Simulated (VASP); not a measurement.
# RbBr: restarted molecular dynamics, 2 variants

RbBr, Pm-3m (no. 221), 8 atoms in the cell. PBE, molecular dynamics; PAW potentials Rb_pv, Br (PBE set).

| Restart from | Temperature at the end (K) | The same without a restart (K) | Potential energy at the end (eV/atom) | The same without a restart (eV/atom) | Electronic steps in the first step after the restart | Time (s) |
|---|---|---|---|---|---|---|
| CONTCAR with velocities, WAVECAR read | 503.0 | 503.0 | -2.84556 | -2.84557 | 4 | 318 |
| CONTCAR with velocities, no WAVECAR | 503.0 | 503.0 | -2.84556 | -2.84557 | 14 | 361 |

Limits: 180 fs of 8 atoms are too short for converged averages; the cell is only 4.1 Å across, so each atom moves in step with near copies of itself.

## Input of the first row

INCAR.step1:
```
GGA = PE
PREC = Normal
ENCUT = 220
EDIFF = 1E-6
NELMIN = 4
NELM = 60
ALGO = Normal
LREAL = Auto
LASPH = True
ISMEAR = 0
SIGMA = 0.05
ISYM = 0
LWAVE = True
LCHARG = False
IBRION = 0
NSW = 30
POTIM = 3.0
TEBEG = 1600
ISIF = 2
RANDOM_SEED = 664893 0 0
MDALGO = 2
SMASS = -3
KPAR = 2
```

INCAR.step2, as INCAR.step1 but for:
```
- LWAVE = True
+ LWAVE = False
```

KPOINTS:
```
k-points
0
Gamma
  3 3 1
```

POSCAR.step1:
```
RbBr
1.0
    4.1260773000      0.0000000000      0.0000000000
    0.0000000000      4.1260773000      0.0000000000
    0.0000000000      0.0000000000     16.5043092000
Rb Br
4 4
Direct
    0.0000000000      0.0000000000      0.0000000000
    0.0000000000      0.0000000000      0.2500000000
    0.0000000000      0.0000000000      0.5000000000
    0.0000000000      0.0000000000      0.7500000000
    0.5000000000      0.5000000000      0.1250000000
    0.5000000000      0.5000000000      0.3750000000
    0.5000000000      0.5000000000      0.6250000000
    0.5000000000      0.5000000000      0.8750000000
```

Commands (each step's output is kept before the next begins):
```
cat potpaw_PBE.64/Rb_pv/POTCAR potpaw_PBE.64/Br/POTCAR > POTCAR
cp INCAR.step1 INCAR
cp POSCAR.step1 POSCAR
mpirun -np 2 vasp_std > vasp.out
cp CONTCAR POSCAR
cp INCAR.step2 INCAR
mpirun -np 2 vasp_std > vasp.out
```

Changes of the last row against the first:
```
(step 1)
- LWAVE = True
+ LWAVE = False
```

VASP 6.6.1 took 318 s on 2 cores (Intel Xeon Platinum 8375C @ 2.90GHz (Ice Lake)), a shared host.
